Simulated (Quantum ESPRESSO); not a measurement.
# CoO (Pm-3m) in Quantum ESPRESSO: further runs, part 4 of 4

Quantum ESPRESSO 7.5. Earlier steps stand in the parts before.

### Step 5. Phonons, LDA, collinear spin, ferromagnetic start

Contents of pw.in:

```
&CONTROL
  calculation = 'scf'
  prefix = 'pwscf'
  outdir = './tmp'
  pseudo_dir = './pseudo'
  tprnfor = .true.
  tstress = .true.
  disk_io = 'low'
/
&SYSTEM
  ibrav = 0
  A = 2.57052631
  nat = 2
  ntyp = 2
  ecutwfc = 96
  nbnd = 21
  occupations = 'smearing'
  smearing = 'fd'
  degauss = 0.00367493
  nspin = 2
  starting_magnetization(1) = 0.1176
  starting_magnetization(2) = 0
/
&ELECTRONS
  conv_thr = 4d-10
  electron_maxstep = 120
  mixing_beta = 0.3
/
ATOMIC_SPECIES
Co    58.9332 Co.upf
O     15.9990 O.upf
CELL_PARAMETERS alat
   1.0000000000    0.0000000000    0.0000000000
   0.0000000000    1.0000000000    0.0000000000
   0.0000000000    0.0000000000    1.0000000000
ATOMIC_POSITIONS alat
Co     0.0000000000    0.0000000000    0.0000000000
O      0.5000000000    0.5000000000    0.5000000000
K_POINTS automatic
6 6 6 1 1 1
```

Contents of relax.in:

```
&CONTROL
  calculation = 'vc-relax'
  prefix = 'pwscf'
  outdir = './tmp'
  pseudo_dir = './pseudo'
  tprnfor = .true.
  tstress = .true.
  disk_io = 'low'
  nstep = 40
  forc_conv_thr = 0.0001
  etot_conv_thr = 1d-06
/
&SYSTEM
  ibrav = 0
  A = 2.57052631
  nat = 2
  ntyp = 2
  ecutwfc = 96
  nbnd = 21
  occupations = 'smearing'
  smearing = 'fd'
  degauss = 0.00367493
  nspin = 2
  starting_magnetization(1) = 0.1176
  starting_magnetization(2) = 0
/
&ELECTRONS
  conv_thr = 4d-10
  electron_maxstep = 120
  mixing_beta = 0.3
/
&IONS
  ion_dynamics = 'bfgs'
/
&CELL
  cell_dynamics = 'bfgs'
  press = 0
  press_conv_thr = 0.2
/
ATOMIC_SPECIES
Co    58.9332 Co.upf
O     15.9990 O.upf
CELL_PARAMETERS alat
   1.0000000000    0.0000000000    0.0000000000
   0.0000000000    1.0000000000    0.0000000000
   0.0000000000    0.0000000000    1.0000000000
ATOMIC_POSITIONS alat
Co     0.0000000000    0.0000000000    0.0000000000
O      0.5000000000    0.5000000000    0.5000000000
K_POINTS automatic
6 6 6 1 1 1
```

Contents of scf2.in:

```
&CONTROL
  calculation = 'scf'
  prefix = 'pwscf'
  outdir = './tmp'
  pseudo_dir = './pseudo'
  tprnfor = .true.
  tstress = .true.
  disk_io = 'low'
/
&SYSTEM
  ibrav = 0
  A = 2.53762668
  nat = 2
  ntyp = 2
  ecutwfc = 96
  nbnd = 21
  occupations = 'smearing'
  smearing = 'fd'
  degauss = 0.00367493
  nspin = 2
  starting_magnetization(1) = 0.1176
  starting_magnetization(2) = 0
/
&ELECTRONS
  conv_thr = 1d-13
  electron_maxstep = 120
  mixing_beta = 0.3
  startingpot = 'file'
  startingwfc = 'file'
/
ATOMIC_SPECIES
Co    58.9332 Co.upf
O     15.9990 O.upf
CELL_PARAMETERS alat
   0.9999999993    0.0000000000    0.0000000000
   0.0000000000    0.9999999993    0.0000000000
   0.0000000000    0.0000000000    0.9999999993
ATOMIC_POSITIONS alat
Co     0.0000000000    0.0000000000    0.0000000000
O      0.4999999997    0.4999999997    0.4999999997
K_POINTS automatic
6 6 6 1 1 1
```

Contents of ph.in:

```
phonons of CoO
&INPUTPH
  prefix = 'pwscf'
  outdir = './tmp'
  tr2_ph = 1d-18
  fildyn = 'dyn'
  niter_ph = 90
  alpha_mix(1) = 0.4
/
0.0000000000 0.0000000000 0.0000000000
```

Contents of dynmat.in:

```
&INPUT
  fildyn = 'dyn'
  asr = 'crystal'
  filout = 'dynmat.disp'
  fileig = 'dynmat.eig'
/
```

Potentials or basis: PseudoDojo 0.4.1 SR LDA standard.

Started as:

```bash
> OMP_NUM_THREADS=1 pw.x -in pw.in > pw.out
> OMP_NUM_THREADS=1 pw.x -in relax.in > relax.out
> OMP_NUM_THREADS=1 pw.x -in scf2.in > scf2.out
> OMP_NUM_THREADS=1 ph.x -in ph.in > ph.out
> OMP_NUM_THREADS=1 dynmat.x -in dynmat.in > dynmat.out
```

pw.out:

```text
This program is part of the open-source Quantum ESPRESSO suite
     for quantum simulation of materials; please cite
[... 9 lines left out ...]
     --------------------
     sticks:   dense  smooth     PW     G-vecs:    dense   smooth      PW
     Sum         725     725    221                14531    14531    2373

     Using Slab Decomposition

     bravais-lattice index     =            0
     lattice parameter (alat)  =       4.8576  a.u.
     unit-cell volume          =     114.6206 (a.u.)^3
     number of atoms/cell      =            2
     number of atomic types    =            2
     number of electrons       =        23.00
     number of Kohn-Sham states=           21
     kinetic-energy cutoff     =      96.0000  Ry
     charge density cutoff     =     384.0000  Ry
     scf convergence threshold =      4.0E-10
     mixing beta               =       0.3000
     number of iterations used =            8  plain     mixing
     Exchange-correlation= SLA  PW   NOGX NOGC
                           (   1   4   0   0   0   0   0)
[... 304 lines left out ...]
    36.0530  37.9876  37.9876  45.1285  45.1285
[... 51 lines left out ...]
   -77.4301 -41.1417 -41.1408 -41.1408  -0.5739   9.6773   9.6773   9.9564
    16.6000  16.6000  17.1469  17.9655  17.9655  23.3319  24.2872  24.2872
    33.8753  38.7705  38.7705  38.8301  53.2223

     the Fermi energy is    16.0251 ev

!    total energy              =    -338.54577860 Ry
     estimated scf accuracy    <          1.6E-10 Ry
     smearing contrib. (-TS)   =      -0.00091477 Ry
     internal energy E=F+TS    =    -338.54486384 Ry

     The total energy is F=E-TS. E is the sum of the following terms:
     one-electron contribution =    -135.16953094 Ry
     hartree contribution      =      83.95991520 Ry
     xc contribution           =     -63.82596524 Ry
     ewald contribution        =    -223.50928286 Ry

     total magnetization       =     3.00 Bohr mag/cell
     absolute magnetization    =     3.01 Bohr mag/cell

     convergence has been achieved in  15 iterations

     Forces acting on atoms (cartesian axes, Ry/au):

     atom    1 type  1   force =     0.00000000    0.00000000    0.00000000
     atom    2 type  2   force =     0.00000000    0.00000000    0.00000000

     Total force =     0.000000     Total SCF correction =     0.000000

     Computing stress (Cartesian axis) and pressure

          total   stress  (Ry/bohr**3)                   (kbar)     P=      -90.60
  -0.00061587   0.00000000   0.00000000          -90.60        0.00        0.00
   0.00000000  -0.00061587   0.00000000            0.00      -90.60        0.00
   0.00000000   0.00000000  -0.00061587            0.00        0.00      -90.60

=------------------------------------------------------------------------------=
   JOB DONE.
=------------------------------------------------------------------------------=
```

relax.out:

```text
This program is part of the open-source Quantum ESPRESSO suite
     for quantum simulation of materials; please cite
[... 9 lines left out ...]
     --------------------
     sticks:   dense  smooth     PW     G-vecs:    dense   smooth      PW
     Sum         725     725    221                14531    14531    2373
[... 1653 lines left out ...]
  -0.00000170   0.00000000   0.00000000           -0.25        0.00        0.00
   0.00000000  -0.00000170   0.00000000            0.00       -0.25        0.00
   0.00000000   0.00000000  -0.00000170            0.00        0.00       -0.25

=------------------------------------------------------------------------------=
   JOB DONE.
=------------------------------------------------------------------------------=
```

scf2.out:

```text
This program is part of the open-source Quantum ESPRESSO suite
     for quantum simulation of materials; please cite
[... 9 lines left out ...]
     --------------------
     sticks:   dense  smooth     PW     G-vecs:    dense   smooth      PW
     Sum         697     697    213                13949    13949    2325
[... 284 lines left out ...]
  -0.00000169   0.00000000   0.00000000           -0.25        0.00        0.00
   0.00000000  -0.00000169   0.00000000            0.00       -0.25        0.00
   0.00000000   0.00000000  -0.00000169            0.00        0.00       -0.25

=------------------------------------------------------------------------------=
   JOB DONE.
=------------------------------------------------------------------------------=
```

Wall time 3.1 min (1 thread of AMD EPYC 7R43 (Zen 3), shared host); peak memory 0.06 GiB.

Results:

```
Free energy                                           : -4606.1686 eV
Relaxed volume                                        : 8.17 Å³/atom
Relaxed cell                                          : a = 2.538 Å, b = 2.538 Å, c = 2.538 Å, α = 90.00°, β = 90.00°, γ = 90.00°
Space group after relaxing (to 0.05 Å)                : Pm-3m (No. 221)
Pressure after relaxing                               : 0.0 GPa
Band gap on the k mesh                                : none (metal or under the smearing width)
Net moment                                            : 2.98 μB per cell
Absolute moment                                       : 3.00 μB per cell
Site moments                                          : Co +2.42; O +0.51 μB
Valence electrons inside the program's atomic spheres : Co 14.87; O 5.90
Highest phonon frequency at Γ                         : 1 cm⁻¹
Most unstable mode                                    : 78i cm⁻¹
```

The path:
```tsv
step	energy change (eV)	largest force (eV/Å)	pressure (GPa)	volume (Å³)
1	0.0000	0.0000	-9.06	16.99
2	-0.0180	0.0000	2.03	16.21
3	-0.0188	0.0000	-0.12	16.35
4	-0.0188	0.0000	0.00	16.34
```

Final structure:
```xyz
2
Lattice="2.5376 0.0000 0.0000 0.0000 2.5376 0.0000 0.0000 0.0000 2.5376" Properties=species:S:1:pos:R:3 pbc="T T T"
Co    0.0000    0.0000    0.0000
O     1.2688    1.2688    1.2688
```

Phonon frequencies in cm⁻¹ (negative: imaginary):
```
              q point        frequencies
(0.000, 0.000, 0.000)  -78 -78 -78 1 1 1
```

Optical modes at Γ, degenerate ones joined:
| cm⁻¹ | components | symmetry | active in |
| --- | --- | --- | --- |
| 78i | 3 | T1u | IR |

Caveat: the k mesh is coarse (spacing up to 0.41 Å⁻¹), so the values aren't converged; the mesh is thin for the phonons of a metal; some modes are imaginary; a cell with one magnetic atom can't hold antiferromagnetic order, which such compounds often take; semilocal functionals often make such compounds metallic where correlation or magnetic order opens a gap, which also shifts bond lengths.

### Step 6. Phonons, LDA, collinear spin, ferromagnetic start, target pressure 3 GPa, at which the enthalpy is minimised

pw.in is that of step 5.

relax.in: that of step 5 with these lines changed.

```diff
@@ -36,3 +36,3 @@
   cell_dynamics = 'bfgs'
-  press = 0
+  press = 30
   press_conv_thr = 0.2
```

scf2.in: that of step 5 with these lines changed.

```diff
@@ -11,3 +11,3 @@
   ibrav = 0
-  A = 2.53762668
+  A = 2.5278329
   nat = 2
@@ -34,8 +34,8 @@
 CELL_PARAMETERS alat
-   0.9999999993    0.0000000000    0.0000000000
-   0.0000000000    0.9999999993    0.0000000000
-   0.0000000000    0.0000000000    0.9999999993
+   1.0000000011    0.0000000000    0.0000000000
+   0.0000000000    1.0000000011    0.0000000000
+   0.0000000000    0.0000000000    1.0000000011
 ATOMIC_POSITIONS alat
 Co     0.0000000000    0.0000000000    0.0000000000
-O      0.4999999997    0.4999999997    0.4999999997
+O      0.5000000006    0.5000000006    0.5000000006
 K_POINTS automatic
```

ph.in is that of step 5.

dynmat.in is that of step 5.

Potentials or basis: PseudoDojo 0.4.1 SR LDA standard.

Started as:

```bash
> OMP_NUM_THREADS=1 pw.x -in pw.in > pw.out
> OMP_NUM_THREADS=1 pw.x -in relax.in > relax.out
> OMP_NUM_THREADS=1 pw.x -in scf2.in > scf2.out
> OMP_NUM_THREADS=1 ph.x -in ph.in > ph.out
> OMP_NUM_THREADS=1 dynmat.x -in dynmat.in > dynmat.out
```

pw.out:

```text
This program is part of the open-source Quantum ESPRESSO suite
     for quantum simulation of materials; please cite
[... 9 lines left out ...]
     --------------------
     sticks:   dense  smooth     PW     G-vecs:    dense   smooth      PW
     Sum         725     725    221                14531    14531    2373

     Using Slab Decomposition

     bravais-lattice index     =            0
     lattice parameter (alat)  =       4.8576  a.u.
     unit-cell volume          =     114.6206 (a.u.)^3
     number of atoms/cell      =            2
     number of atomic types    =            2
     number of electrons       =        23.00
     number of Kohn-Sham states=           21
     kinetic-energy cutoff     =      96.0000  Ry
     charge density cutoff     =     384.0000  Ry
     scf convergence threshold =      4.0E-10
     mixing beta               =       0.3000
     number of iterations used =            8  plain     mixing
     Exchange-correlation= SLA  PW   NOGX NOGC
                           (   1   4   0   0   0   0   0)

     celldm(1)=   4.857591  celldm(2)=   0.000000  celldm(3)=   0.000000
     celldm(4)=   0.000000  celldm(5)=   0.000000  celldm(6)=   0.000000

     crystal axes: (cart. coord. in units of alat)
               a(1) = (   1.000000   0.000000   0.000000 )
               a(2) = (   0.000000   1.000000   0.000000 )
               a(3) = (   0.000000   0.000000   1.000000 )

     reciprocal axes: (cart. coord. in units 2 pi/alat)
               b(1) = (  1.000000  0.000000  0.000000 )
               b(2) = (  0.000000  1.000000  0.000000 )
               b(3) = (  0.000000  0.000000  1.000000 )

     PseudoPot. # 1 for Co read from file:
     Co.upf
     Pseudo is Norm-conserving + core correction, Zval = 17.0
     Generated using ONCVPSP code by D. R. Hamann
     Using radial grid of 1372 points,  6 beta functions with:
                l(1) =   0
                l(2) =   0
                l(3) =   1
                l(4) =   1
                l(5) =   2
                l(6) =   2

     PseudoPot. # 2 for O  read from file:
     O.upf
     Pseudo is Norm-conserving + core correction, Zval =  6.0
     Generated using ONCVPSP code by D. R. Hamann
[... 28 lines left out ...]
        k(    3) = (   0.0833333   0.0833333   0.4166667), wk =   0.1111111
        k(    4) = (   0.0833333   0.2500000   0.2500000), wk =   0.1111111
        k(    5) = (   0.0833333   0.2500000   0.4166667), wk =   0.2222222
        k(    6) = (   0.0833333   0.4166667   0.4166667), wk =   0.1111111
        k(    7) = (   0.2500000   0.2500000   0.2500000), wk =   0.0370370
        k(    8) = (   0.2500000   0.2500000   0.4166667), wk =   0.1111111
        k(    9) = (   0.2500000   0.4166667   0.4166667), wk =   0.1111111
        k(   10) = (   0.4166667   0.4166667   0.4166667), wk =   0.0370370

     Dense  grid:    14531 G-vectors     FFT dimensions: (  32,  32,  32)

     Generating pointlists ...
     new r_m :   0.3572 (alat units)  1.7353 (a.u.) for type    1
     new r_m :   0.3572 (alat units)  1.7353 (a.u.) for type    2

     Initial potential from superposition of free atoms

     starting charge      22.9998, renormalised to      23.0000
     Starting wfcs are   14 randomized atomic wfcs +    7 random wfcs

     Self-consistent Calculation

     iteration #  1     ecut=    96.00 Ry     beta= 0.30
     Davidson diagonalization with overlap
     ethr =  1.00E-02,  avg # of iterations =  5.1

     Threshold (ethr) on eigenvalues was too large:
     Diagonalizing with lowered threshold

     Davidson diagonalization with overlap
     ethr =  6.53E-04,  avg # of iterations =  1.0

     total energy              =    -338.50979947 Ry
     estimated scf accuracy    <       0.15029854 Ry
[... 134 lines left out ...]
     iteration # 15     ecut=    96.00 Ry     beta= 0.30
     Davidson diagonalization with overlap
     ethr =  2.58E-11,  avg # of iterations =  1.0

     Magnetic moment per site  (integrated on atomic sphere of radius R)
     atom   1 (R=0.357)  charge= 14.8703  magn=  2.4372
     atom   2 (R=0.357)  charge=  5.9030  magn=  0.5072

     End of self-consistent calculation

 ------ SPIN UP ------------

          k = 0.0833 0.0833 0.0833 (  1830 PWs)   bands (ev):

   -79.8478 -43.5458 -43.5450 -43.5450  -4.2910  11.3484  11.3484  11.7352
    12.9195  12.9195  14.0921  14.0921  14.1899  18.4471  31.2039  31.2039
    35.3675  37.3581  37.3581  44.6417  44.6417
[... 51 lines left out ...]
   -79.8162 -43.6299 -43.6292 -43.6292  -1.4813   8.5719   8.5719   8.9054
    14.3507  14.3507  15.0123  15.7698  15.7698  22.7185  23.7394  23.7394
    33.0274  37.9499  37.9499  37.9840  52.6258

 ------ SPIN DOWN ----------

          k = 0.0833 0.0833 0.0833 (  1830 PWs)   bands (ev):

   -77.4640 -41.0497 -41.0486 -41.0486  -3.5384  12.7224  12.7465  12.7465
    14.4625  14.4625  16.4983  16.4983  16.5974  19.2692  31.9606  31.9606
    36.0530  37.9876  37.9876  45.1285  45.1285
[... 51 lines left out ...]
   -77.4301 -41.1417 -41.1408 -41.1408  -0.5739   9.6773   9.6773   9.9564
    16.6000  16.6000  17.1469  17.9655  17.9655  23.3319  24.2872  24.2872
    33.8753  38.7705  38.7705  38.8301  53.2223

     the Fermi energy is    16.0251 ev

!    total energy              =    -338.54577860 Ry
     estimated scf accuracy    <          1.6E-10 Ry
     smearing contrib. (-TS)   =      -0.00091477 Ry
     internal energy E=F+TS    =    -338.54486384 Ry

     The total energy is F=E-TS. E is the sum of the following terms:
     one-electron contribution =    -135.16953094 Ry
     hartree contribution      =      83.95991520 Ry
     xc contribution           =     -63.82596524 Ry
     ewald contribution        =    -223.50928286 Ry

     total magnetization       =     3.00 Bohr mag/cell
     absolute magnetization    =     3.01 Bohr mag/cell

     convergence has been achieved in  15 iterations

     Forces acting on atoms (cartesian axes, Ry/au):

     atom    1 type  1   force =     0.00000000    0.00000000    0.00000000
     atom    2 type  2   force =     0.00000000    0.00000000    0.00000000

     Total force =     0.000000     Total SCF correction =     0.000000

     Computing stress (Cartesian axis) and pressure

          total   stress  (Ry/bohr**3)                   (kbar)     P=      -90.60
  -0.00061587   0.00000000   0.00000000          -90.60        0.00        0.00
   0.00000000  -0.00061587   0.00000000            0.00      -90.60        0.00
   0.00000000   0.00000000  -0.00061587            0.00        0.00      -90.60

=------------------------------------------------------------------------------=
   JOB DONE.
=------------------------------------------------------------------------------=
```

scf2.out:

```text
This program is part of the open-source Quantum ESPRESSO suite
     for quantum simulation of materials; please cite
[... 9 lines left out ...]
     --------------------
     sticks:   dense  smooth     PW     G-vecs:    dense   smooth      PW
     Sum         697     697    213                13805    13805    2301
[... 284 lines left out ...]
   0.00020192   0.00000000   0.00000000           29.70        0.00        0.00
   0.00000000   0.00020192   0.00000000            0.00       29.70        0.00
   0.00000000   0.00000000   0.00020192            0.00        0.00       29.70

=------------------------------------------------------------------------------=
   JOB DONE.
=------------------------------------------------------------------------------=
```

It took 3.1 min on 1 thread of AMD EPYC 7R43 (Zen 3), shared host; peak memory 0.06 GiB.

Results:

```yaml
Free_energy: -4606.1668 eV
Relaxed_volume: 8.08 Å³/atom
Relaxed_cell: a = 2.528 Å, b = 2.528 Å, c = 2.528 Å, α = 90.00°, β = 90.00°, γ = 90.00°
Space_group_after_relaxing_to_0.05_Å: Pm-3m (No. 221)
Pressure_after_relaxing: 3.0 GPa
Band_gap_on_the_k_mesh: none (metal or under the smearing width)
Net_moment: 2.97 μB per cell
Absolute_moment: 2.99 μB per cell
Site_moments: Co +2.41; O +0.50 μB
Valence_electrons_inside_the_program's_atomic_spheres: Co 14.87; O 5.90
Highest_phonon_frequency_at_Γ: 1 cm⁻¹
Most_unstable_mode: 34i cm⁻¹
```

The path:
```tsv
step	energy change (eV)	largest force (eV/Å)	pressure (GPa)	volume (Å³)
1	0.0000	0.0000	-9.06	16.99
2	-0.0116	0.0000	6.18	15.96
3	-0.0173	0.0000	2.80	16.17
4	-0.0171	0.0000	3.00	16.15
```

Final structure:
```cif
data_structure
_symmetry_space_group_name_H-M 'P 1'
_symmetry_Int_Tables_number 1
_cell_length_a 2.5278
_cell_length_b 2.5278
_cell_length_c 2.5278
_cell_angle_alpha 90.000
_cell_angle_beta 90.000
_cell_angle_gamma 90.000
_cell_volume 16.15
loop_
_atom_site_label
_atom_site_type_symbol
_atom_site_fract_x
_atom_site_fract_y
_atom_site_fract_z
_atom_site_occupancy
Co1 Co 0.00000 0.00000 0.00000 1
O1 O 0.50000 0.50000 0.50000 1
```

Phonon frequencies in cm⁻¹ (negative: imaginary):
| q point | frequencies |
| --- | --- |
| (0.000, 0.000, 0.000) | -34 -34 -34 1 1 1 |

Optical modes at Γ, degenerate ones joined:
| cm⁻¹ | components | symmetry | active in |
| --- | --- | --- | --- |
| 34i | 3 | T1u | IR |

Caveat: the k mesh is coarse (spacing up to 0.41 Å⁻¹), so the values aren't converged; the mesh is thin for the phonons of a metal; some modes are imaginary; a cell with one magnetic atom can't hold antiferromagnetic order, which such compounds often take; semilocal functionals often make such compounds metallic where correlation or magnetic order opens a gap, which also shifts bond lengths.

### Step 7. Overview

```csv
level,potentials or basis,cell,form of the LDA correlation,gap on the mesh (eV),pressure (GPa),moment (μB)
LDA,PseudoDojo 0.4.1 SR LDA standard,relaxed,PW92,none,0.0,2.98
PBEsol,PseudoDojo 0.4.1 SR PBEsol standard,relaxed,-,none,0.0,3.00
LDA,PseudoDojo 0.4.1 SR LDA standard,relaxed to -3 GPa,PW92,none,-3.0,2.99
LDA,PseudoDojo 0.4.1 SR LDA standard,relaxed to 3 GPa,PW92,none,3.0,2.97
```

Alike in all rows: task phonons; spin collinear, ferromagnetic start; k mesh 6 × 6 × 6, shifted; cutoff (eV) 1306; smearing fermi-dirac 0.05 eV; the mesh is coarse, so values aren't converged.

Caveats: all runs use coarse meshes; the mesh is thin for the phonons of a metal; some modes are imaginary; a cell with one magnetic atom can't hold antiferromagnetic order, which such compounds often take; semilocal functionals often make such compounds metallic where correlation or magnetic order opens a gap, which also shifts bond lengths; before the sum rule the acoustic modes lie tens of cm⁻¹ from zero, a sign that the density grid also shifts the optical modes (some runs); the cell is more than 3 GPa from zero pressure, which shifts response properties (some runs).

Total energies depend on the potentials used, so only differences within one code and one set of settings carry meaning.
